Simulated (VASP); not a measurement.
# Sc (P6_3/mmc) in VASP: equation of state, part 2 of 2

VASP 6.6.1. Earlier steps stand in the parts before.

## 3. Equation of state, PBE, 24.00 Å³/atom (volume scaled by 0.96)

File INCAR:

```
SYSTEM = Sc
PREC = Accurate ; ENCUT = 520
EDIFF = 1E-7 ; ISMEAR = -1
SIGMA = 0.05 ; LREAL = .False.
LASPH = .True. ; NELM = 80
ALGO = Normal ; ISIF = 2
LWAVE = .False. ; LCHARG = .False.
GGA = PE ; NBANDS = 18
```

File KPOINTS:

```
Automatic mesh
0
Gamma
  9 9 5
  0 0 0
```

File POSCAR:

```
Sc
1.0
    3.2642783016      0.0000000000      0.0000000000
   -1.6321391508      2.8269479342      0.0000000000
    0.0000000000      0.0000000000      5.2020304526
Sc
2
Direct
    0.6666666667      0.3333333333      0.7500000000
    0.3333333333      0.6666666667      0.2500000000
```

Potentials or basis: VASP PAW PBE potentials, release 64 (Sc_sv).

Started as:

```sh
$ cat potpaw_PBE.64/Sc_sv/POTCAR > POTCAR
$ mpirun -np 1 vasp_std > vasp.out
```

Run time: 19 s. Hardware: 1 thread of AMD EPYC 9R45 (Zen 5), shared host; peak memory 0.13 GiB.

It converged, with:

```
Free energy            : -12.5036 eV
Pressure               : 1.6 GPa
Band gap on the k mesh : none (metal or under the smearing width)
```

## 4. Equation of state, PBE, 24.50 Å³/atom (volume scaled by 0.98)

File INCAR:

```
PREC     = Accurate       # precision mode
ENCUT    = 520            # plane-wave cutoff, eV
EDIFF    = 1E-7           # SCF threshold, eV
ISMEAR   = -1             # smearing method
SIGMA    = 0.05           # smearing width, eV
LREAL    = F              # projectors in reciprocal space
LASPH    = T              # aspherical terms in the spheres
NELM     = 60             # most SCF steps
ALGO     = Normal         # electronic algorithm
ISIF     = 2              # what is computed and relaxed
LWAVE    = F              # write WAVECAR
LCHARG   = F              # write CHGCAR
GGA      = PE             # functional
NBANDS   = 18             # bands
```

File KPOINTS:

```
regular mesh
0
Gamma
  9 9 5
```

File POSCAR:

```
Sc
1.0
    3.2867912771      0.0000000000      0.0000000000
   -1.6433956386      2.8464447429      0.0000000000
    0.0000000000      0.0000000000      5.2379076584
Sc
2
Direct
    0.6666666667      0.3333333333      0.7500000000
    0.3333333333      0.6666666667      0.2500000000
```

Started as:

```sh
$ cat potpaw_PBE.64/Sc_sv/POTCAR > POTCAR
$ mpirun -np 1 vasp_std > vasp.out
```

It took 20 s on 1 thread of AMD EPYC 9R45 (Zen 5), shared host; peak memory 0.14 GiB.

It converged, with:

```yaml
Free_energy: -12.5104 eV
Pressure: 0.4 GPa
Band_gap_on_the_k_mesh: none (metal or under the smearing width)
```

## 5. Equation of state, PBE, 25.50 Å³/atom (volume scaled by 1.02)

File INCAR:

```
SYSTEM = Sc
PREC     = Accurate       ! precision mode
ENCUT    = 520            ! plane-wave cutoff, eV
EDIFF    = 1E-7           ! SCF threshold, eV
ISMEAR   = -1             ! smearing method
SIGMA    = 0.05           ! smearing width, eV
LREAL    = .FALSE.        ! projectors in reciprocal space
LASPH    = .TRUE.         ! aspherical terms in the spheres
NELM     = 100            ! most SCF steps
ALGO     = Normal         ! electronic algorithm
ISIF     = 2              ! what is computed and relaxed
LWAVE    = .FALSE.        ! write WAVECAR
LCHARG   = .FALSE.        ! write CHGCAR
GGA      = PE             ! functional
NBANDS   = 18             ! bands
```

File KPOINTS:

```
regular mesh
0
G
  9 9 5
  0 0 0
```

File POSCAR:

```
Sc
1.0
    3.3309145459      0.0000000000      0.0000000000
   -1.6654572730      2.8846566146      0.0000000000
    0.0000000000      0.0000000000      5.3082235343
Sc
2
Direct
    0.6666666667      0.3333333333      0.7500000000
    0.3333333333      0.6666666667      0.2500000000
```

Started as:

```sh
$ cat potpaw_PBE.64/Sc_sv/POTCAR > POTCAR
$ mpirun -np 1 vasp_std > vasp.out
```

Run time: 26 s. Hardware: 1 thread of AMD EPYC 9R45 (Zen 5), shared host; peak memory 0.15 GiB.

The run converged. Its results:

* Free energy: -12.5034 eV
* Pressure: -1.6 GPa
* Band gap on the k mesh: none (metal or under the smearing width)

## 6. Equation of state, PBE, 26.00 Å³/atom (volume scaled by 1.04)

File INCAR:

```
PREC = Accurate
ENCUT = 520
EDIFF = 1E-7
ISMEAR = -1
SIGMA = 0.05
LREAL = False
LASPH = True
NELM = 60
ALGO = Normal
ISIF = 2
LWAVE = False
LCHARG = False
GGA = PE
NBANDS = 18
```

File KPOINTS:

```
regular mesh
0
Gamma
  9 9 5
```

File POSCAR:

```
Sc
1.0
    3.3525444672      0.0000000000      0.0000000000
   -1.6762722336      2.9033886759      0.0000000000
    0.0000000000      0.0000000000      5.3426934842
Sc
2
Direct
    0.6666666667      0.3333333333      0.7500000000
    0.3333333333      0.6666666667      0.2500000000
```

Potentials or basis: VASP PAW PBE potentials, release 64 (Sc_sv).

Started as:

```sh
$ cat potpaw_PBE.64/Sc_sv/POTCAR > POTCAR
$ mpirun -np 1 vasp_std > vasp.out
```

Wall time 20 s (1 thread of AMD EPYC 9R45 (Zen 5), shared host); peak memory 0.15 GiB.

Results (log left out):

```yaml
Free_energy: -12.4906 eV
Pressure: -2.6 GPa
Band_gap_on_the_k_mesh: none (metal or under the smearing width)
```

## 7. Equation of state, PBE, 26.50 Å³/atom (volume scaled by 1.06)

File INCAR:

```
SYSTEM = Sc
ALGO = Normal ; EDIFF = 1E-7
ENCUT = 520 ; GGA = PE
ISIF = 2 ; ISMEAR = -1
LASPH = .True. ; LCHARG = .False.
LREAL = .False. ; LWAVE = .False.
NBANDS = 18 ; NELM = 100
PREC = Accurate ; SIGMA = 0.05
```

File KPOINTS:

```
k-points
0
Gamma
  9 9 5
  0 0 0
```

File POSCAR:

```
Sc
1.0
    3.3738988294      0.0000000000      0.0000000000
   -1.6869494147      2.9218820960      0.0000000000
    0.0000000000      0.0000000000      5.3767242965
Sc
2
Direct
    0.6666666667      0.3333333333      0.7500000000
    0.3333333333      0.6666666667      0.2500000000
```

Potentials or basis: VASP PAW PBE potentials, release 64 (Sc_sv).

Started as:

```sh
$ cat potpaw_PBE.64/Sc_sv/POTCAR > POTCAR
$ mpirun -np 1 vasp_std > vasp.out
```

OUTCAR:

```text
SYSTEM = Sc
   EDIFF = 1E-7
   ENCUT = 520
   GGA = PE
   ISIF = 2
   ISMEAR = -1
   LASPH = .True.
   LREAL = .False.
   NELM = 100
   PREC = Accurate

 ion  position               nearest neighbor table
   1  0.667  0.333  0.750-   2 3.32   2 3.32   2 3.32   2 3.32   2 3.32   2 3.32
   2  0.333  0.667  0.250-   1 3.32   1 3.32   1 3.32   1 3.32   1 3.32   1 3.32

  LATTYP: Found a hexagonal cell.
 ALAT       =     3.3738988294
 C/A-ratio  =     1.5936234512

  Lattice vectors:

 A1 = (   3.3738988294,   0.0000000000,   0.0000000000)
 A2 = (  -1.6869494147,   2.9218820960,   0.0000000000)
 A3 = (   0.0000000000,   0.0000000000,   5.3767242965)

Analysis of symmetry for initial positions (statically):
=====================================================================
 Subroutine PRICEL returns:
 Original cell was already a primitive cell.

 Routine SETGRP: Setting up the symmetry group for a
 hexagonal supercell.

 Subroutine GETGRP returns: Found 24 space group operations
 (whereof 12 operations were pure point group operations)
 out of a pool of 24 trial point group operations.

[... 172 lines left out ...]
  free energy    TOTEN  =       -12.47234836 eV

  energy without entropy =      -12.43459174  energy(sigma->0) =      -12.45347005

 E-fermi :   3.2674     XC(G=0):  -9.5921

 val. band max:        3.2281868746   @ k =   0.3333   0.1111   0.2000
 cond. band min:       3.2694052716   @ k =   0.4444   0.1111   0.4000
 fundamental gap:      0.0412183970
 Fermi energy:         3.2673886589

 k-point     1 :       0.0000    0.0000    0.0000
  band No.  band energies     occupation
      1     -46.3460      2.00000
      2     -46.2987      2.00000
      3     -25.1068      2.00000
      4     -24.8465      2.00000
      5     -24.8465      2.00000
      6     -24.7997      2.00000
[... 733 lines left out ...]
      5     -24.9868      2.00000
      6     -24.9557      2.00000
[... 10 lines left out ...]
     17       6.6117      0.00000
     18       6.6117      0.00000

------------------------ aborting loop because EDIFF is reached ----------------------------------------

  FORCE on cell =-STRESS in cart. coord.  units (eV):
  Direction    XX          YY          ZZ          XY          YZ          ZX
  --------------------------------------------------------------------------------------
  -------------------------------------------------------------------------------------
  Total       -0.9831301     -0.9831301     -1.4100694      0.0000000     -0.0000000      0.0000000
  in kB      -29.7172812    -29.7172812    -42.6224659      0.0000000     -0.0000000      0.0000000
  external PRESSURE =     -34.0190095 kB  Pullay stress =       0.0000000 kB

 VOLUME and BASIS-vectors are now :
 -----------------------------------------------------------------------------
  energy-cutoff  :      520.00
  volume of cell :       53.00
      direct lattice vectors                 reciprocal lattice vectors
     3.373898829  0.000000000  0.000000000     0.296393001  0.171122579  0.000000000
    -1.686949415  2.921882096  0.000000000     0.000000000  0.342245158  0.000000000
     0.000000000  0.000000000  5.376724296     0.000000000  0.000000000  0.185986847

 POSITION                                       TOTAL-FORCE (eV/Angst)
 -----------------------------------------------------------------------------------
      1.68695      0.97396      4.03254        -0.000000     -0.000000      0.000000
     -0.00000      1.94792      1.34418         0.000000      0.000000      0.000000
 -----------------------------------------------------------------------------------
    total drift:                               -0.000000      0.000000     -0.000000

  FREE ENERGIE OF THE ION-ELECTRON SYSTEM (eV)
  ---------------------------------------------------
  free  energy   TOTEN  =       -12.4723483589 eV

  energy  without entropy=      -12.4345917443  energy(sigma->0) =      -12.45347005
```

It took 21 s on 1 thread of AMD EPYC 9R45 (Zen 5), shared host; peak memory 0.15 GiB.

Results:

```
Free energy            : -12.4723 eV
Pressure               : -3.4 GPa
Band gap on the k mesh : none (metal or under the smearing width)
```

## 8. Equation of state, PBE

This step only gathers the single runs of the series.

Results:

```yaml
Equilibrium_volume: 24.73 Å³/atom
Bulk_modulus_at_fixed_shape_and_positions: 54 GPa
Pressure_derivative_of_the_bulk_modulus: 3.3
```

Energy against volume, from the lowest point:
| volume (Å³/atom) | energy (meV/atom) |
| --- | --- |
| 23.502 | 10.78 |
| 24.002 | 3.45 |
| 24.502 | 0.00 |
| 25.002 | 0.13 |
| 25.502 | 3.52 |
| 26.002 | 9.92 |
| 26.502 | 19.05 |

Caveat: the cell was scaled at fixed shape and fractional positions, which overstates the stiffness of a crystal with free parameters, most of all of layers and chains.
